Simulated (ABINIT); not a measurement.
**MoP: band structure with PBE**

MoP:

```xyz
2
Lattice="3.2230 0.0000 0.0000 -1.6115 2.7912 0.0000 0.0000 0.0000 3.1910" Properties=species:S:1:pos:R:3 pbc="T T T"
Mo    0.0000    0.0000    0.0000
P     0.0000    1.8608    1.5955
```

```
Program             : ABINIT 10.8.3 (patched build)
Task                : band structure
Functional          : PBE
Potentials or basis : PseudoDojo NC SR PBE v0.4.1 standard
Cutoff              : 1088 eV
k mesh              : 10 × 10 × 8
Occupations         : fermi-dirac, width 0.05 eV
Spin                : no spin polarisation
```

```
Pressure                                              : 2.7 GPa
Band gap on the k mesh                                : none (metal or under the smearing width)
Valence electrons inside the program's atomic spheres : Mo 10.60; P 2.91
```

Stress tensor (GPa, compression positive):
```
2.95 0.00 0.00
0.00 2.95 0.00
0.00 0.00 2.35
```

Levels at the corners of the path, in eV from the Fermi level:
| point | band 7 | band 8 | band 9 | band 10 | band 11 | band 12 | band 13 | band 14 |
| --- | --- | --- | --- | --- | --- | --- | --- | --- |
| Γ | -3.29 | -3.29 | -0.70 | 0.29 | 0.29 | 4.14 | 4.14 | 5.58 |
| M | -3.93 | -3.72 | -1.26 | -0.41 | 1.73 | 2.37 | 4.66 | 6.14 |
| K | -5.24 | -3.74 | -1.51 | -0.06 | 0.69 | 0.81 | 6.84 | 8.83 |
| Γ | -3.29 | -3.29 | -0.70 | 0.29 | 0.29 | 4.14 | 4.14 | 5.58 |
| A | -2.71 | -2.71 | -1.66 | -1.66 | 1.34 | 2.95 | 2.95 | 7.92 |
| L | -5.28 | -4.42 | -1.03 | 1.45 | 1.85 | 3.56 | 5.07 | 6.20 |
| H | -5.69 | -3.24 | -1.30 | 1.56 | 3.30 | 4.23 | 4.29 | 4.98 |
| A | -2.71 | -2.71 | -1.66 | -1.66 | 1.34 | 2.95 | 2.95 | 7.92 |

It took 83 s on 1 thread of Intel(R) Xeon(R) 6975P-C (Granite Rapids), with other jobs on the host, peak memory 0.13 GiB.
